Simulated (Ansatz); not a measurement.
## GaN

**What was measured.** A cell as deposited of hexagonal GaN (space group P6_3mc), temperature not stated, from the Crystallography Open Database (2015, doi:10.1039/C5TC00475F), has a, c = 3.197, 5.207 Å and 11.52 Å³/atom.

Computed with Ansatz (plane waves, PAW, 420 eV cutoff): PBE, scalar-relativistic, no spin polarisation, Γ-centred 12×12×8 mesh, 0.05 eV Gaussian smearing. The datasets are Ansatz's generated set soft_2.

```
CELL_PARAMETERS angstrom
3.21838 0.00000 0.00000
-1.60919 2.78719 0.00000
0.00000 0.00000 5.24316
ATOMIC_POSITIONS crystal
Ga 0.33333 0.66667 0.99914
Ga 0.66667 0.33333 0.49914
N 0.33333 0.66667 0.37586
N 0.66667 0.33333 0.87586
```

The chain of runs began from a cell as deposited in COD, expanded in volume. Of that entry: the entry's cell lengths or inner coordinates differ somewhat from later room-temperature determinations.

The cell above was scaled in volume, and shape and atoms were relaxed at each volume within its symmetry. Energies are counted from the cell above.

The cell is relaxed to zero pressure at this level.

```json
{"V (Å³/atom)": "11.29", "ΔE (meV/atom)": "10.9", "P (GPa)": "7.7", "gap on the mesh (eV)": "1.98"}
{"V (Å³/atom)": "11.52", "ΔE (meV/atom)": "2.6", "P (GPa)": "3.6", "gap on the mesh (eV)": "1.84"}
{"V (Å³/atom)": "11.76", "ΔE (meV/atom)": "0.0", "P (GPa)": "0.0", "gap on the mesh (eV)": "1.71"}
{"V (Å³/atom)": "11.99", "ΔE (meV/atom)": "2.4", "P (GPa)": "-3.3", "gap on the mesh (eV)": "1.58"}
{"V (Å³/atom)": "12.23", "ΔE (meV/atom)": "9.4", "P (GPa)": "-6.2", "gap on the mesh (eV)": "1.45"}
```

Q: What do the points give for the equilibrium volume, the bulk modulus and its pressure derivative (third-order Birch–Murnaghan)?

A: V0 = 11.76 Å³/atom, B0 = 172 GPa, B0′ = 4.4.

B0·V0 = 172.3 GPa × 11.76 Å³ = 12.65 eV/atom sets the scale: near the minimum ΔE ≈ ½ B0 V0 x², with x = V/V0 − 1, and a pressure of 1.7 GPa squeezes the volume by about 1 %. At the ends of the curve: x = −4.0 % predicts 10.1 meV/atom and the run gives 10.9; x = +4.0 % predicts 10.1 meV/atom and the run gives 9.4. The lopsidedness is anharmonic: atoms resist being pushed together more than being pulled apart.

**Against experiment.** PBE gives 3.218, 5.243 Å and 11.76 Å³/atom, +2.0 % in volume (+0.7 % in length) from the database's cell. PBE usually overestimates volumes by a few per cent.

Kohn–Sham gaps of semilocal functionals lie under measured ones, often by a third or more.
